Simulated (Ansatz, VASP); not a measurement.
**Two plane-wave programs on Sn**

```xyz
1
Lattice="-2.0462 2.0462 2.0462 2.0462 -2.0462 2.0462 2.0462 2.0462 -2.0462" Properties=species:S:1:pos:R:3 pbc="T T T"
Sn    0.0000    0.0000    0.0000
```

Change from the starting cell: strain +0.080 along x and y, +0.080 along z, atoms carried along.

Alike in both runs: task single point; functional PBEsol; dispersion D3(BJ); k mesh 18 × 18 × 18; occupations gaussian, width 0.15 eV; no spin polarisation.

|  | VASP | Ansatz |
| --- | --- | --- |
| version | VASP 6.6.1 | Ansatz 0.2.0 |
| potentials or method | VASP PAW PBE potentials, release 64 (Sn_d) | scalar-relativistic, plane waves, PAW |
| plane-wave cutoff (eV) | 520 | 420 |
| valence electrons in the cell | 14 | 14 |

```tsv
	VASP	Ansatz	Ansatz less VASP
gap on the k mesh at the Fermi level (eV)	none	none	-
pressure (GPa)	-7.9	-7.9	+0.03
```

A gap of «none» marks a metal or a gap that the smearing closes. Ansatz warned: «dispersion_switch_in_reach».

Caveats: the PAW data sets were made with another functional, which shifts forces and pressure a little (VASP); pairwise dispersion overbinds metals, which lowers pressure and volume.
